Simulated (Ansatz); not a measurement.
Li₂O (anti-fluorite, Fm-3m) at seven volumes, the program Ansatz at the LDA level (PAW), scaled uniformly. One row is withheld.

```json
[
 {"V (Å³/atom)": "6.883", "P (GPa)": "10.63"},
 {"V (Å³/atom)": "7.110", "P (GPa)": "6.54"},
 {"V (Å³/atom)": "7.336", "P (GPa)": "3.01"},
 {"V (Å³/atom)": "7.563", "P (GPa)": "-0.02"},
 {"V (Å³/atom)": "7.790", "P (GPa)": "-2.63"},
 {"V (Å³/atom)": "8.017", "P (GPa)": "?"},
 {"V (Å³/atom)": "8.244", "P (GPa)": "-6.85"}
]
```

Question: Fit the shown pressures and predict the withheld one.

Answer: P = (3/2)B₀(x^(7/2) − x^(5/2))[1 + (3/4)(B′ − 4)(x − 1)] with x = (V₀/V)^(2/3). Least squares on the six rows gives V₀ = 7.562 Å³/atom, B₀ = 94.0 GPa, B′ = 3.94. At V = 8.017, x = 0.9618 and P = -4.90 GPa. The run itself gave -4.89 GPa.

Symmetry was held in the LDA relaxation.

Potentials: the later of the program's two PAW sets.
